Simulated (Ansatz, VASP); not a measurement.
# Two plane-wave programs on Sn

```xyz
1
Lattice="-1.8947 1.8947 1.8947 1.8947 -1.8947 1.8947 1.8947 1.8947 -1.8947" Properties=species:S:1:pos:R:3 pbc="T T T"
Sn    0.0000    0.0000    0.0000
```

This isn't the form of Sn at room conditions, which is tetragonal (white tin).

Alike in both runs: task single point; functional PBEsol; k mesh 12 × 12 × 12; no spin polarisation.

|  | VASP | Ansatz |
| --- | --- | --- |
| version | VASP 6.6.1 | Ansatz 0.2.0 |
| potentials or method | VASP PAW PBE potentials, release 64 (Sn_d) | plane waves, PAW |
| plane-wave cutoff (eV) | 520 | 420 |
| occupations | methfessel-paxton of order 1, width 0.05 eV | cold, width 0.05 eV |
| valence electrons in the cell | 14 | 14 |

|  | VASP | Ansatz | Ansatz less VASP |
| --- | --- | --- | --- |
| gap on the k mesh at the Fermi level (eV) | none | none | - |
| pressure (GPa) | -2.4 | -2.4 | +0.03 |

A gap of «none» marks a metal or a gap that the smearing closes.

Caveats: the PAW data sets were made with another functional, which shifts forces and pressure a little (VASP).
